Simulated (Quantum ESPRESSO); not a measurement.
A calculation with Quantum ESPRESSO 7.5 of MgSe (ASE script, structure typed inline):

File run.py:

```python
import numpy as np
from ase.calculators.espresso import Espresso, EspressoProfile
from ase import Atoms

atoms = Atoms(['Se', 'Mg'],
              cell=[[0.0, 2.7255, 2.7255], [2.7255, 0.0, 2.7255], [2.7255, 2.7255, 0.0]],
              scaled_positions=[[0.5, 0.5, 0.5], [0.0, 0.0, 0.0]],
              pbc=True)

input_data = {
    'control': {'calculation': 'scf', 'prefix': 'pwscf', 'outdir': './tmp', 'tprnfor': True, 'tstress': True, 'disk_io': 'nowf'},
    'system': {'ecutwfc': 55.0, 'ecutrho': 440.0, 'nbnd': 9, 'occupations': 'smearing', 'smearing': 'fd', 'degauss': 0.00367493},
    'electrons': {'conv_thr': 4e-10, 'electron_maxstep': 120, 'mixing_beta': 0.5},
}
pseudopotentials = {'Se': 'Se_pbe_v1.uspp.F.UPF', 'Mg': 'Mg.pbe-n-kjpaw_psl.0.3.0.UPF'}
profile = EspressoProfile(command='pw.x', pseudo_dir='pseudo')
dft = Espresso(profile=profile, input_data=input_data, pseudopotentials=pseudopotentials, kpts=(8, 8, 8), koffset=(0, 0, 0))
atoms.calc = dft

print(f'energy {atoms.get_potential_energy():.8f} eV')
print('forces (eV/A)')
print(np.round(atoms.get_forces(), 6))
print('stress (eV/A^3, Voigt)')
print(np.round(atoms.get_stress(), 8))
print(f'Fermi level {dft.get_fermi_level():.4f} eV')
```

Potentials or basis: SSSP 1.3 efficiency PBE.

The run is started by

```console
$ OMP_NUM_THREADS=1 python run.py
```

Task: Write the same calculation in another form: native input, structure typed inline.

Result: As run:

The input pw.in:

```
&CONTROL
  calculation = 'scf'
  prefix = 'pwscf'
  outdir = './tmp'
  pseudo_dir = './pseudo'
  tprnfor = .true.
  tstress = .true.
  disk_io = 'low'
/
&SYSTEM
  ibrav = 0
  nat = 2
  ntyp = 2
  ecutwfc = 55
  ecutrho = 440
  nbnd = 9
  occupations = 'smearing'
  smearing = 'fd'
  degauss = 0.00367493
/
&ELECTRONS
  conv_thr = 4d-10
  electron_maxstep = 120
  mixing_beta = 0.5
/
ATOMIC_SPECIES
Se    78.9710 Se_pbe_v1.uspp.F.UPF
Mg    24.3050 Mg.pbe-n-kjpaw_psl.0.3.0.UPF
CELL_PARAMETERS angstrom
   0.0000000000    2.7255000000    2.7255000000
   2.7255000000    0.0000000000    2.7255000000
   2.7255000000    2.7255000000    0.0000000000
ATOMIC_POSITIONS crystal
Se     0.5000000000    0.5000000000    0.5000000000
Mg     0.0000000000    0.0000000000    0.0000000000
K_POINTS automatic
8 8 8 0 0 0
```

File pp_density.in:

```
&INPUTPP
  prefix = 'pwscf'
  outdir = './tmp'
  filplot = 'density.dat'
  plot_num = 0
/
&PLOT
  nfile = 1
  filepp(1) = 'density.dat'
  iflag = 3
  output_format = 6
  fileout = 'density.cube'
/
```

File pp_potential.in:

```
&INPUTPP
  prefix = 'pwscf'
  outdir = './tmp'
  filplot = 'potential.dat'
  plot_num = 11
/
&PLOT
  nfile = 1
  filepp(1) = 'potential.dat'
  iflag = 3
  output_format = 6
  fileout = 'potential.cube'
/
```

Potentials or basis: SSSP 1.3 efficiency PBE.

Command:

```bash
$ OMP_NUM_THREADS=1 pw.x -in pw.in > pw.out
$ OMP_NUM_THREADS=1 pp.x -in pp_density.in > pp_density.out
$ OMP_NUM_THREADS=1 pp.x -in pp_potential.in > pp_potential.out
```

Both were run:

|  | ASE script, structure typed inline | native input, structure typed inline |
| --- | --- | --- |
| Pressure | 1.8 GPa | 1.8 GPa |
| Band gap on the k mesh | 1.79 eV, indirect (least direct gap 2.59 eV) | 1.79 eV, indirect (least direct gap 2.59 eV) |

Keys that steer only the numerical path or the files written may differ.
